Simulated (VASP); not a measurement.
# Pd (P6_3/mmc) in VASP: notebook

Runs on Pd. Level: PBE. Tasks: single point.

Everything below comes from runs of VASP 6.6.1. Logs are shortened: lines on timing, memory, paths and dates and some standing lists are left out, and cuts for length are marked.

### Step 1. Starting point

The structure is hexagonal, space group P6_3/mmc (No. 194). The conventional cell has a = 2.784 Å, b = 2.784 Å, c = 4.629 Å, α = 90.00°, β = 90.00°, γ = 120.00°. Pd (site symmetry -6m2) is surrounded by 12 Pd at 2.78 to 2.82 Å.

This isn't the form of Pd at room conditions, which is fcc.

### Step 2. Single point, PBE

File INCAR:

```
SYSTEM = Pd
PREC = Accurate ; ENCUT = 400
EDIFF = 0.001 ; ISMEAR = -1
SIGMA = 0.2 ; LREAL = .FALSE.
LASPH = .TRUE. ; NELM = 100
ALGO = Normal ; ISIF = 2
LWAVE = .FALSE. ; LCHARG = .FALSE.
GGA = PE ; ADDGRID = .FALSE.
```

File KPOINTS:

```
Automatic mesh
0
G
  8 8 4
  0 0 0
```

File POSCAR:

```
Pd
1.0
    2.7836650458      0.0000000000      0.0000000000
   -1.3918325229      2.4107246453      0.0000000000
    0.0000000000      0.0000000000      4.6288930000
Pd
2
Direct
    0.3690330000      0.6707680000      0.2457130000
    0.7034100000      0.3270270000      0.7475630000
```

Potentials or basis: VASP PAW PBE potentials, release 64 (Pd).

Command:

```console
$ cat potpaw_PBE.64/Pd/POTCAR > POTCAR
$ mpirun -np 1 vasp_std > vasp.out
```

OUTCAR:

```text
SYSTEM = Pd
   PREC = Accurate
   ENCUT = 400
   EDIFF = 0.001
   ISMEAR = -1
   LREAL = .FALSE.
   LASPH = .TRUE.
   NELM = 100
   ISIF = 2
   GGA = PE

 Found    132 irreducible k-points:

 Following reciprocal coordinates:
            Coordinates               Weight
  0.000000  0.000000  0.000000      1.000000
  0.125000  0.000000  0.000000      2.000000
  0.000000  0.125000  0.000000      2.000000
 -0.125000  0.125000  0.000000      2.000000
  0.250000  0.000000  0.000000      2.000000
  0.000000  0.250000  0.000000      2.000000
   k-points           NKPTS =    132   k-points in BZ     NKDIM =    132   number of bands    NBANDS=     14
   number of dos      NEDOS =    301   number of ions     NIONS =      2
   total plane-waves  NPLWV =   9720
   dimension x,y,z NGX =    18 NGY =   18 NGZ =   30
   dimension x,y,z NGXF=    36 NGYF=   36 NGZF=   60
   ions per type =               2
   NGX,Y,Z   is equivalent  to a cutoff of  10.75, 10.75, 10.77 a.u.
   NGXF,Y,Z  is equivalent  to a cutoff of  21.50, 21.50, 21.55 a.u.
 SYSTEM =  Pd
   PREC   = accura    normal or accurate (medium, high low for compatibility)
   ISTART =      0    job   : 0-new  1-cont  2-samecut
   ICHARG =      2    charge: 1-file 2-atom 10-const
   ISPIN  =      1    spin polarized calculation?
   LNONCOLLINEAR =      F non collinear calculations
   LSORBIT =      F    spin-orbit coupling
   LASPH  =      T    aspherical Exc in radial PAW
   ENCUT  =  400.0 eV  29.40 Ry    5.42 a.u.   4.54  4.54  7.55*2*pi/ulx,y,z
   NELM   =    100;   NELMIN=  2; NELMDL= -5     # of ELM steps
   EDIFF  = 0.1E-02   stopping-criterion for ELM
   LREAL  =      F    real-space projection
   EDIFFG = 0.1E-01   stopping-criterion for IOM
   NSW    =      0    number of steps for IOM
   IBRION =     -1    ionic relax: 0-MD 1-quasi-New 2-CG
   NFREE  =      0    steps in history (QN), initial steepest desc. (CG)
   ISIF   =      2    stress and relaxation
   ISYM   =      2    0-nonsym 1-usesym 2-fastsym
   POTIM  = 0.5000    time-step for ionic-motion
   TEBEG  =    0.0;   TEEND  =   0.0 temperature during run
   PSTRESS=    0.0 pullay stress
   NELECT =      20.0000    total number of electrons
   NUPDOWN=      -1.0000    fix difference up-down
   EMIN   =  10.00;   EMAX   =-10.00  energy-range for DOS
   EFERMI =   0.00;   METHOD = LEGACY
   ISMEAR =    -1;   SIGMA  =   0.20  broadening in eV -4-tet -1-fermi 0-gaus
   EFERMI_NEDOS =   21; number of points for ismear=-14 and -15
   IALGO  =     38    algorithm
   IMIX   =      4    mixing-type and parameters
     AMIX     =   0.40;   BMIX     =  1.00
     AMIX_MAG =   1.60;   BMIX_MAG =  1.00
  volume/ion in A,a.u.               =      15.53       104.81
  Fermi-wavevector in a.u.,A,eV,Ry     =   1.413636  2.671385 27.189429  1.998367
  Thomas-Fermi vector in A             =   2.535261
   LORBIT       =      0    0 simple, 1 ext, 2 COOP (PROOUT), +10 PAW based schemes
   GGA     = PE    functional components
   LHFCALC =     F    Hartree Fock is set to
   AEXX    =    0.0000 exact exchange contribution
   IVDW    =     0    specifies the selected vdW correction
   LEPSILON=     F    determine dielectric tensor
   LRPA    =     F    only Hartree local field effects (RPA)
 non-spin polarized calculation
  energy-cutoff  :      400.00
  volume of cell :       31.06
 maximum number of plane-waves:       580
   NGX =  9   NGY =  9   NGZ = 15

 number of electron      20.0000000 magnetization

 Free energy of the ion-electron system (eV)
  ---------------------------------------------------
  ext. energy  EPLUGINS =         0.00000000
  ---------------------------------------------------
  free energy    TOTEN  =       -10.60315656 eV

  energy without entropy =      -10.17396697  energy(sigma->0) =      -10.38856177

 E-fermi :   9.0409     XC(G=0): -12.8653

 val. band max:        9.0405945570   @ k =  -0.1250  -0.3750  -0.2500
 cond. band min:       9.0409115786   @ k =   0.3750   0.1250   0.2500
 fundamental gap:      0.0003170216
 Fermi energy:         9.0409070036

 k-point     1 :       0.0000    0.0000    0.0000
  band No.  band energies     occupation
      1       2.1886      2.00000
      2       4.0174      2.00000
      3       6.2166      2.00000
      4       6.4092      2.00000
      5       6.4300      2.00000
      6       6.7336      1.99998
      7       6.7603      1.99998
      8       7.3201      1.99963
      9       7.4214      1.99939
     10       8.6505      1.75138
     11       8.7450      1.62907
     12       9.9135      0.02517
     13      15.5857      0.00000
     14      26.0156      0.00000

 k-point     2 :       0.1250    0.0000    0.0000
  band No.  band energies     occupation
      1       2.6660      2.00000
      2       4.3374      2.00000
      3       5.9801      2.00000
      4       6.5332      1.99999
      5       6.7152      1.99998
      6       6.7348      1.99998
      7       6.9209      1.99995
      8       7.0355      1.99991
      9       7.1972      1.99980
     10       7.6200      1.99836
     11       8.7686      1.59204
     12      11.6934      0.00000
     13      15.6124      0.00000
     14      25.5012      0.00000

 k-point     3 :       0.0000    0.1250    0.0000
  band No.  band energies     occupation
      1       2.6666      2.00000
      2       4.3408      2.00000
      3       5.9712      2.00000
      4       6.5203      1.99999
      5       6.7376      1.99998
      6       6.7414      1.99998
      7       6.9138      1.99995
      8       7.0247      1.99992
      9       7.2220      1.99978
     10       7.6154      1.99840
     11       8.7426      1.63259
     12      11.7076      0.00000
     13      15.6120      0.00000
     14      25.4679      0.00000

 k-point     4 :      -0.1250    0.1250    0.0000
  band No.  band energies     occupation
      1       2.6651      2.00000
      2       4.3325      2.00000
      3       5.9917      2.00000
      4       6.5534      1.99999
      5       6.6890      1.99998
      6       6.7242      1.99998
      7       6.9377      1.99995
      8       7.0455      1.99991
      9       7.1531      1.99984
     10       7.6301      1.99827
     11       8.8046      1.53047
     12      11.6735      0.00000
     13      15.6129      0.00000
     14      25.5445      0.00000

 k-point     5 :       0.2500    0.0000    0.0000
  band No.  band energies     occupation
      1       3.8067      2.00000
      2       4.6966      2.00000
      3       5.7305      2.00000
      4       5.9171      2.00000
      5       6.3676      2.00000
      6       6.8207      1.99997
      7       7.0868      1.99989
      8       7.4845      1.99917
      9       7.5657      1.99875
     10       7.7937      1.99609
     11       8.8759      1.39071
     12      14.2712      0.00000
     13      15.8144      0.00000
     14      21.4261      0.00000

 k-point     6 :       0.0000    0.2500    0.0000
  band No.  band energies     occupation
      1       3.8129      2.00000
      2       4.7079      2.00000
      3       5.7491      2.00000
      4       5.9015      2.00000
      5       6.3554      2.00000
      6       6.8399      1.99997
      7       7.0457      1.99991
      8       7.4988      1.99910
      9       7.5692      1.99873
     10       7.7868      1.99622
     11       8.8619      1.41989
     12      14.2973      0.00000
     13      15.8163      0.00000
     14      21.4147      0.00000

 [... further k-points ...]
[... 5 lines left out ...]
  --------------------------------------------------------------------------------------
  -------------------------------------------------------------------------------------
  Total       -0.0848828     -0.0048370     -0.4206467      0.0270055     -0.0025924      0.0015796
  in kB       -4.3781275     -0.2494830    -21.6963336      1.3929030     -0.1337106      0.0814723
  external PRESSURE =      -8.7746480 kB  Pullay stress =       0.0000000 kB

 VOLUME and BASIS-vectors are now :
 -----------------------------------------------------------------------------
  energy-cutoff  :      400.00
  volume of cell :       31.06
      direct lattice vectors                 reciprocal lattice vectors
     2.783665046  0.000000000  0.000000000     0.359238624  0.207406516  0.000000000
    -1.391832523  2.410724645  0.000000000     0.000000000  0.414813032  0.000000000
     0.000000000  0.000000000  4.628893000     0.000000000  0.000000000  0.216034374

 POSITION                                       TOTAL-FORCE (eV/Angst)
 -----------------------------------------------------------------------------------
      0.09367      1.61704      1.13738         0.020549     -0.032725      0.065976
      1.50289      0.78837      3.46039        -0.020549      0.032725     -0.065976
 -----------------------------------------------------------------------------------
    total drift:                               -0.000018     -0.000004      0.000093

  FREE ENERGIE OF THE ION-ELECTRON SYSTEM (eV)
  ---------------------------------------------------
  free  energy   TOTEN  =       -10.6031565647 eV

  energy  without entropy=      -10.1739669721  energy(sigma->0) =      -10.38856177
```

Wall time 12 s (1 thread of AMD EPYC 9R45 (Zen 5), shared host); peak memory 0.12 GiB.

These settings aren't checked as converged: the numbers below hold their error.

What came out:

```
Free energy            : -10.6032 eV
Pressure               : -0.9 GPa
Largest force          : 0.076 eV/Å
Band gap on the k mesh : none (metal or under the smearing width)
```

### Step 3. Single point, PBE

Changes to INCAR since step 2:

```diff
@@ -2,3 +2,3 @@
 PREC = Accurate ; ENCUT = 400
-EDIFF = 0.001 ; ISMEAR = -1
+EDIFF = 1E-4 ; ISMEAR = -1
 SIGMA = 0.2 ; LREAL = .FALSE.
```

KPOINTS is that of step 2.

File POSCAR:

```
Pd
1.0
    2.7836650458      0.0000000000      0.0000000000
   -1.3918325229      2.4107246453      0.0000000000
    0.0000000000      0.0000000000      4.6288930000
Pd
2
Direct
    0.3333333333      0.6666666667      0.2500000000
    0.6666666667      0.3333333333      0.7500000000
```

Potentials or basis: VASP PAW PBE potentials, release 64 (Pd).

Command:

```console
$ cat potpaw_PBE.64/Pd/POTCAR > POTCAR
$ mpirun -np 1 vasp_std > vasp.out
```

Wall time 3.7 s (1 thread of AMD EPYC 9R45 (Zen 5), shared host); peak memory 0.1 GiB.

These settings aren't checked as converged: the numbers below hold their error.

Results:

* Free energy: -10.6040 eV
* Pressure: -0.9 GPa
* Band gap on the k mesh: none (metal or under the smearing width)

[end of part 1 of 2]
